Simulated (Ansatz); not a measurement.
input.yaml

```yaml
accuracy: low
crystal:
  lattice:
    - [-4.890272, -4.890272, 0.0]
    - [4.890272, -4.890272, 0.0]
    - [0.0, 0.0, 6.578515]
  atoms:
    - { symbol: Sn, position: [0.50727663, 0.49135554, 0.01365642] }
    - { symbol: Sn, position: [-0.01614005, 0.49772339, 0.25594697] }
    - { symbol: O, position: [0.18725325, 0.4992094, -0.00939364] }
    - { symbol: O, position: [-0.03835676, 0.1583208, 0.27584173] }
    - { symbol: O, position: [0.79736753, 0.45184241, 0.03859611] }
    - { symbol: O, position: [0.04387863, 0.79277645, 0.24084717] }
    - { symbol: Sn, position: [0.50770919, 0.46108476, 0.53337885] }
    - { symbol: Sn, position: [-0.00707849, 0.50096212, 0.72549385] }
    - { symbol: O, position: [0.19134177, 0.46418753, 0.49611381] }
    - { symbol: O, position: [0.00250833, 0.19966767, 0.77917718] }
    - { symbol: O, position: [0.7873399, 0.50008092, 0.4694657] }
    - { symbol: O, position: [0.05098768, 0.82074028, 0.761469] }
    - { symbol: Sn, position: [0.00717214, 0.02436135, 0.00403325] }
    - { symbol: Sn, position: [0.53485252, -0.0434465, 0.26720106] }
    - { symbol: O, position: [0.67418203, -0.05561864, 0.02139342] }
    - { symbol: O, position: [0.48957206, 0.66898244, 0.301825] }
    - { symbol: O, position: [0.32083672, 0.04782992, 0.00396292] }
    - { symbol: O, position: [0.52356223, 0.27120445, 0.24641993] }
    - { symbol: Sn, position: [0.00795444, -0.04303522, 0.48164987] }
    - { symbol: Sn, position: [0.49404174, -0.02078269, 0.79063419] }
    - { symbol: O, position: [0.71419536, 0.01305782, 0.4975408] }
    - { symbol: O, position: [0.53689523, 0.67687717, 0.75881352] }
    - { symbol: O, position: [0.33591154, 0.04586438, 0.52776902] }
    - { symbol: O, position: [0.49589804, 0.27647479, 0.76651939] }
basis:
  ecutwfc: 420.0
kpoints:
  mp_grid: { grid: [3, 3, 3] }
hamiltonian:
  xc: pbesol
  pseudopotentials: { kind: paw, azcp: { folder: soft_1 } }
scf:
  occupations: { method: fermi_dirac, width: 0.17 }
  lower_state_search: "off"
md:
  timestep: 1.5
  n_steps: 120
  ensemble: nvt_langevin
  temperature: 1600.0
  initial_velocities: maxwell_boltzmann
  seed: 838227
  friction: 0.02
  temperature_schedule:
    - { n_steps: 90, end_temperature: 300.0 }
    - { n_steps: 30, end_temperature: 300.0 }
```

Launched with:

```bash
$ ansatz run input.yaml --threads 4 --pin off --max-ram 10240MiB --backend cpu --events-out ev --progress --plain --runs-dir out
```

Hardware: 4 threads of Intel(R) Xeon(R) Platinum 8175M CPU @ 2.50GHz (Skylake/Cascade Lake), on a shared host.

Q: Roughly how long does this run take, and how much memory?

A: 27 min, with a peak of 1.8 GiB, for 121 ionic steps.
